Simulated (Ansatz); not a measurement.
Computed with Ansatz, DFT PBE, scalar-relativistic, plane waves, PAW. Settings of the last relaxation (4-atom cell): 420 eV, 9×9×6 k points, Gaussian smearing of 0.02 eV, no spin polarisation.

Energies over the elements count from the elements' standard structures at the same level (N₂ as a molecule), with no fitted energy shifts.

**Question.** Find a candidate hexagonal semiconductor made of Ga and N, with a gap near 1.2 eV, a formation energy near −0.21 eV/atom and a density near 5.95 g/cm³, in a cell of 4 atoms.

**Answer.** GaN, space group P6_3/mmc (No. 194). Ga is surrounded by 3 N at 1.92 Å and 2 N at 2.44 Å; N is surrounded by 3 Ga at 1.92 Å and 2 Ga at 2.44 Å.

```
Ga N
1.0
     3.32517    0.00000    0.00000
    -1.66258    2.87968    0.00000
     0.00000    0.00000    4.88102
Ga N
2 2
Direct
  0.33333 0.66667 0.75000
  0.66667 0.33333 0.25000
  0.33333 0.66667 0.25000
  0.66667 0.33333 0.75000
```

- Volume per atom: 11.68 Å³
- Density: 5.95 g/cm³
- Formation energy: −0.207 eV/atom
- Gap on the 9×9×6 mesh of the 4-atom cell: 1.15 eV

The structure comes from a generated guess, relaxed at this level; another structure or a mixture of phases may lie lower. Other answers may fit too; this one was computed.

Kohn–Sham gaps at this level usually fall short of measured ones. Symmetry constrained the relaxation, so the result can be a saddle point.
